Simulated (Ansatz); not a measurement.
**TiSe: further runs on the relaxed cell**

An exercise on one series of results from a longer session: the logs are not shown, and one member is left open.

Program: Ansatz 0.2.0. Level of theory: DFT PBEsol, scalar-relativistic, plane waves, PAW. These are calculated values, not measurements.

## The system as given

The structure is hexagonal, space group P6_3/mmc (No. 194). Conventional cell: a = 3.358 Å, b = 3.358 Å, c = 6.755 Å, α = 90.00°, β = 90.00°, γ = 120.00°. Ti (site symmetry -3m) is surrounded by 6 Se at 2.57 Å. Se (site symmetry -6m2) has 6 Ti at 2.57 Å as nearest neighbours.

As a file:

```
CELL_PARAMETERS angstrom
3.35766 0.00000 0.00000
-1.67883 2.90782 0.00000
0.00000 0.00000 6.75498
ATOMIC_POSITIONS crystal
Ti 0.00000 0.00000 0.00000
Ti 0.00000 0.00000 0.50000
Se 0.33333 0.66667 0.25000
Se 0.66667 0.33333 0.75000
```

This cell was relaxed beforehand with the same method: volume 16.49 Å³/atom, gap on the mesh none (metal).

The first run:

Input file input.yaml:

```yaml
crystal:
  lattice:
    - [3.3237398149, 0.0, 0.0]
    - [-1.6618699075, 2.8784431153, 0.0]
    - [0.0, 0.0, 6.6867437193]
  atoms:
    - { symbol: Ti, position: [0.0, 0.0, 0.0] }
    - { symbol: Ti, position: [0.0, 0.0, 0.5] }
    - { symbol: Se, position: [0.3333333333, 0.6666666667, 0.25] }
    - { symbol: Se, position: [0.6666666667, 0.3333333333, 0.75] }
basis:
  ecutwfc: 420
kpoints:
  mp_grid: { grid: [12, 12, 8] }
hamiltonian:
  xc: pbesol
scf:
  occupations: { method: gaussian, width: 0.1 }
output:
  forces: true
  stress: true
  eigenvalues: true
relax:
  adjacent_minimum: "off"
  f_tol: 0.01
  max_steps: 30
  cell: { stress_tol: 0.1, fix: [volume] }
```

Command:

```bash
$ ansatz run input.yaml --threads 1 --pin off --max-ram 2560MiB --backend cpu --events-out ev --progress --plain --runs-dir out
```

Among the steps run: Point at V/V0 = 0.97; Point at V/V0 = 1.03; Point at V/V0 = 0.94; The cell scaled to 1.06 of its volume.

One of the session's tables, all rows but one given; the rest of the session is left out.

It belongs to the step «Fit of the equation of state». 

| volume (Å³/atom) | energy above the lowest point (meV/atom) | pressure (GPa) |
| --- | --- | --- |
| 15.499 | 25.1 | 8.72 |
| 15.993 | 5.8 | 3.99 |
| 16.488 | 0.0 | -0.03 |
| 16.983 | ? | ? |
| 17.477 | 21.1 | -6.36 |

**Question.** Estimate the row for volume (Å³/atom) = 16.983.

Worked estimate for «energy above the lowest point (meV/atom)». A straight line through the neighbours (16.488, 0.0) and (17.477, 21.1) gives 0.0 + (21.1 − 0.0) × (16.983 − 16.488) / (17.477 − 16.488) = 10.6; a parabola fitted to 3 rows on both sides gives 5.1.

The run gave: energy above the lowest point (meV/atom): 5.7; pressure (GPa): -3.45. In «energy above the lowest point (meV/atom)» the line misses by +4.9 and the parabola by -0.6.

Caveats from the session: Warnings in the runs' records: seeded moment not kept.
